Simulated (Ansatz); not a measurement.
System: NiO, 4 atoms in the cell.

```yaml
crystal:
  lattice:
    - [-3.97891, -0.10276, 3.76106]
    - [0.08600, 1.97120, 1.91515]
    - [-2.10143, 2.04855, -0.16335]
  atoms:
    - { symbol: Ni, position: [0.71399, 0.10057, 0.73706] }
    - { symbol: O, position: [0.99536, 0.63630, 0.18015] }
    - { symbol: Ni, position: [0.23365, 0.08628, 0.75518] }
    - { symbol: O, position: [0.49167, 0.57239, 0.24850] }
```
Lattice in Å, positions in fractions of it.

The calculation used PBE+U, plane waves, PAW datasets (generated soft set 1) (Ansatz).

Cutoff 420 eV; k-mesh 3×3×3 Γ-centred; Fermi–Dirac smearing of 0.15 eV; starting moments Ni1 1.6, Ni3 -1.6 μB; U(eff) = 6 eV on Ni d (Dudarev, all-electron orthogonalised atomic projectors).

Task: How large is the gap on this mesh, is it direct, and where do the band edges lie (fractions of the reciprocal vectors of this cell)?

Result: 2.96 eV, a spin-flip gap from the top filled level (spin down) at (0.333, 0.000, 0.000) to the lowest empty one (spin up) at (0.000, 0.000, 0.000); the smallest direct gap within one spin channel is 3.56 eV.

Task: List the levels near the gap for spin up at (0.000, 0.000, 0.000), (0.000, 0.000, 0.333), (0.000, 0.333, 0.000), (0.333, 0.000, 0.000), (0.333, 0.000, -0.333), in eV from the top of the valence band (v1 is the highest filled band, c1 the lowest empty one).

Result: 
```tsv
k	v4	v3	v2	v1	c1	c2	c3
(0.000, 0.000, 0.000)	-1.83	-1.41	-1.06	-0.95	2.96	3.83	4.40
(0.000, 0.000, 0.333)	-2.64	-2.41	-0.98	-0.58	3.70	4.03	7.08
(0.000, 0.333, 0.000)	-2.67	-2.27	-1.11	-0.48	3.53	4.07	6.74
(0.333, 0.000, 0.000)	-2.19	-1.83	-0.66	-0.42	3.36	3.92	5.12
(0.333, 0.000, -0.333)	-2.39	-1.87	-1.59	-1.21	3.33	4.20	7.94
```

Task: List the levels near the gap for spin down at (0.000, 0.000, 0.000), (0.000, 0.000, 0.333), (0.000, 0.333, 0.000), (0.333, 0.000, 0.000), (0.333, 0.000, -0.333), in eV from the top of the valence band (v1 is the highest filled band, c1 the lowest empty one).

Result: 
```json
{"k": "(0.000, 0.000, 0.000)", "v4": "-1.63", "v3": "-1.33", "v2": "-1.23", "v1": "-0.59", "c1": "3.27", "c2": "3.76", "c3": "3.99"}
{"k": "(0.000, 0.000, 0.333)", "v4": "-2.59", "v3": "-2.51", "v2": "-0.91", "v1": "-0.12", "c1": "3.54", "c2": "3.68", "c3": "7.04"}
{"k": "(0.000, 0.333, 0.000)", "v4": "-2.54", "v3": "-2.44", "v2": "-1.10", "v1": "-0.47", "c1": "3.68", "c2": "3.78", "c3": "6.75"}
{"k": "(0.333, 0.000, 0.000)", "v4": "-2.24", "v3": "-1.97", "v2": "-0.78", "v1": "0.00", "c1": "3.56", "c2": "3.78", "c3": "4.95"}
{"k": "(0.333, 0.000, -0.333)", "v4": "-2.26", "v3": "-1.93", "v2": "-1.26", "v1": "-0.67", "c1": "3.17", "c2": "3.77", "c3": "8.02"}
```

The k-mesh is coarse, so these values belong to this mesh and can lie far from the converged ones. A gap read on the mesh is an upper bound of this method's gap, since the mesh can miss a band edge. The cell is a model and need not be the structure known for this compound. With open shells the self-consistent state may not be the lowest one. Semilocal functionals give gaps that mostly lie well below measured ones.
